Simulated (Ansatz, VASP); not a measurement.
## One calculation of Cu, two programs

The input INCAR:

```
PREC = Accurate ; ENCUT = 520
EDIFF = 1E-7 ; ISMEAR = -1
SIGMA = 0.05 ; LREAL = F
LASPH = T ; NELM = 60
ALGO = Normal ; ISIF = 2
LWAVE = F ; LCHARG = F
LDIPOL = T ; IDIPOL = 3
DIPOL = 0.5 0.5 0.500 ; GGA = PE
NBANDS = 42
```

KPOINTS

```
regular mesh
0
Gamma
  12 12 1
```

Contents of POSCAR:

```
Cu
1.0
    2.5340966698      0.0000000000      0.0000000000
   -1.2670483349      2.1945920917      0.0000000000
    0.0000000000      0.0000000000     25.2814275000
Cu
6
Direct
    0.6666666700      0.3333333400      0.2966604635
    0.3333333300      0.6666666600      0.3779962781
    0.6666666700      0.3333333400      0.4593320927
    0.3333333300      0.6666666600      0.5406679073
    0.6666666700      0.3333333400      0.6220037219
    0.3333333300      0.6666666600      0.7033395365
```

Contents of input.yaml:

```yaml
crystal:
  lattice:
    - [2.5340966698, 0.0, 0.0]
    - [-1.2670483349, 2.1945920917, 0.0]
    - [0.0, 0.0, 25.2814275]
  atoms:
    - { symbol: Cu, position: [0.66666667, 0.33333334, 0.2966604635] }
    - { symbol: Cu, position: [0.33333333, 0.66666666, 0.3779962781] }
    - { symbol: Cu, position: [0.66666667, 0.33333334, 0.4593320927] }
    - { symbol: Cu, position: [0.33333333, 0.66666666, 0.5406679073] }
    - { symbol: Cu, position: [0.66666667, 0.33333334, 0.6220037219] }
    - { symbol: Cu, position: [0.33333333, 0.66666666, 0.7033395365] }
hamiltonian:
  xc: pbe
  pseudopotentials: { kind: paw }
kpoints:
  mp_grid: { grid: [12, 12, 1] }
scf:
  occupations: { method: fermi_dirac, width: 0.05 }
output:
  forces: true
  eigenvalues: true
  write_density: true
  write_potential: true
  elf: true
  volumetric_format: npy
efield:
  axis: 3
  dipole_correction: true
  ramp_width: 0.04
```

Alike in both runs: task single point; functional PBE; k mesh 12 × 12 × 1; occupations fermi-dirac, width 0.05 eV; no spin polarisation.

```csv
,VASP,Ansatz
version,VASP 6.6.1,Ansatz 0.2.0
potentials or method,"VASP PAW PBE potentials, release 64 (Cu)",Ansatz PAW
plane-wave cutoff (eV),520,420
valence electrons in the cell,66,114
```

VASP gave:

```
gap on the k mesh at the Fermi level (eV)  : none
rms of the force components (eV/Å)         : 0.066
work function, face that differs most (eV) : 4.59
```

Q: Estimate Ansatz's values.

A: gap on the k mesh at the Fermi level (eV): none; rms of the force components (eV/Å): 0.060; work function, face that differs most (eV): 4.70.

Atom by atom the forces differ by 0.006 eV/Å (rms over components). A gap of «none» marks a metal or a gap that the smearing closes. The functional is the same, so the differences come from potentials, cutoffs and numerics. The two sets of potentials don't hold the same shells in valence.
